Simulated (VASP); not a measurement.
Write the native input for VASP 6.6.1 that does the following.

- Task: single point
- Functional: BLYP
- Dispersion: D4
- Potentials or basis: VASP PAW PBE potentials, release 64 (Zr_sv, S)
- Cutoff: 520 eV
- k mesh: 9 × 9 × 9
- Occupations: gaussian, width 0.05 eV
- Spin: collinear spin, typed start
- Starting moments: [0.5, 0.0] μB
- Dipole correction: no
- Further INCAR settings: ALGO = Fast; EDIFF = 1e-06; NBANDS = 20

The structure of ZrS lies in POSCAR:

```
ZrS
1.0
    0.0000000000      2.6250000000      2.6250000000
    2.6250000000      0.0000000000      2.6250000000
    2.6250000000      2.6250000000      0.0000000000
Zr S
1 1
Direct
    0.0000000000      0.0000000000      0.0000000000
    0.5000000000      0.5000000000      0.5000000000
```

The input as run:

INCAR

```
SYSTEM = ZrS
  PREC = Accurate
  ENCUT = 520
  EDIFF = 1E-6
  ISMEAR = 0
  SIGMA = 0.05
  LREAL = .False.
  LASPH = .True.
  NELM = 150
  ALGO = Fast
  ISIF = 2
  LWAVE = .False.
  LCHARG = .True.
  ISPIN = 2
  MAGMOM = 0.5 0
  LORBIT = 11
  LMAXMIX = 4
  GGA = B5
  ALDAX = 1.0
  AGGAX = 1.0
  AGGAC = 1.0
  ALDAC = 0.0
  IVDW = 13
  VDW_S6 = 1.0
  VDW_S8 = 2.34076671
  VDW_A1 = 0.44488865
  VDW_A2 = 4.0933009
  LELF = .True.
  LVHAR = .True.
  NBANDS = 20
```

KPOINTS

```
regular mesh
0
Gamma
  9 9 9
  0 0 0
```

Potentials or basis: VASP PAW PBE potentials, release 64 (Zr_sv, S).

Launch:

```sh
$ cat potpaw_PBE.64/Zr_sv/POTCAR potpaw_PBE.64/S/POTCAR > POTCAR
$ mpirun -np 1 vasp_std > vasp.out
```

It gave:

```
Pressure                                              : -0.5 GPa
Band gap on the k mesh                                : none (metal or under the smearing width)
Net moment                                            : 0.00 μB per cell
Valence electrons inside the program's atomic spheres : Zr 9.84; S 3.82
Dispersion energy per atom                            : -0.617 eV
```

Caveat: the PAW data sets were made with another functional, which shifts forces and pressure a little; pairwise dispersion overbinds metals, which lowers pressure and volume.

It took 33 s on 1 thread of Intel(R) Xeon(R) 6975P-C (Granite Rapids), on a shared host, peak memory 0.19 GiB.
